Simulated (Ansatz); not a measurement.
**CdS (F-43m): zero-pressure volume and bulk modulus with rPW86-PBE + rVV10**

An exercise on one series of results from a longer session: the logs are not shown, and one member is left open.

The COD entry's cell or inner coordinates are ideal or old and differ from later refinements, so a difference from it is no clean test against experiment.

Computed with Ansatz 0.2.0 (DFT rPW86-PBE + rVV10, scalar-relativistic, plane waves, PAW, unless a step's input says otherwise).

### Starting point

It takes space group F-43m (No. 216, cubic). The conventional cell has a = 5.820 Å, b = 5.820 Å, c = 5.820 Å, α = 90.00°, β = 90.00°, γ = 90.00°. Around Cd (site symmetry -43m) lie 4 S at 2.52 Å. S (site symmetry -43m) has 4 Cd at 2.52 Å in its first shell of neighbours.

Structure file:

```xyz
2
Lattice="0.0000 2.9100 2.9100 2.9100 0.0000 2.9100 2.9100 2.9100 0.0000" Properties=species:S:1:pos:R:3 pbc="T T T"
Cd    0.0000    0.0000    0.0000
S     4.3650    4.3650    4.3650
```

An earlier run on this cell at PBE gave 3.30 GPa at 24.642 Å³/atom (8×8×8 mesh), mesh gap 1.16 eV. The cell is compressed at this level.

The first run:

The input, input.yaml:

```yaml
crystal:
  lattice:
    - [0.0, 2.9099991734, 2.9099991734]
    - [2.9099991734, 0.0, 2.9099991734]
    - [2.9099991734, 2.9099991734, 0.0]
  atoms:
    - { symbol: Cd, position: [0.0, 0.0, 0.0] }
    - { symbol: S, position: [0.75, 0.75, 0.75] }
basis:
  ecutwfc: 420
  ecutrho_ratio: 4
kpoints:
  mp_grid: { grid: [8, 8, 8] }
hamiltonian:
  xc: { exchange: rpw86, correlation: pbe }
  dispersion: rvv10
scf:
  occupations: { method: gaussian, width: 0.05 }
output:
  forces: true
  stress: true
  eigenvalues: true
```

Run with:

```bash
$ ansatz run input.yaml --threads 4 --pin off --max-ram 8192MiB --backend cpu --events-out ev --progress --plain --runs-dir out
```

Among the steps run: At the given cell; Stepping to 25.243 Å³/atom; Stepping to 26.117 Å³/atom; Volume × 0.98 of the new zero; Volume × 1.02 of the new zero; Volume × 0.96 of the new zero; Volume × 1.04 of the new zero.

One of the session's tables, all rows but one given; the rest of the session is left out.

It belongs to the step «Energy and pressure against volume». 

```
volume (Å³/atom)  energy (meV/atom)  pressure (GPa)
          25.073               7.73            2.47
          25.595               1.86            1.16
          26.117               0.00           -0.01
          26.640                  ?               ?
          27.162               6.74           -1.99
```

Estimate the missing values for volume (Å³/atom) = 26.640.

Worked estimate for «energy (meV/atom)». A straight line through the neighbours (26.117, 0.00) and (27.162, 6.74) gives 0.00 + (6.74 − 0.00) × (26.640 − 26.117) / (27.162 − 26.117) = 3.37; a parabola fitted to 3 rows on both sides gives 1.63.

As computed: energy (meV/atom): 1.75; pressure (GPa): -1.05. In «energy (meV/atom)» the line misses by +1.62 and the parabola by -0.12.
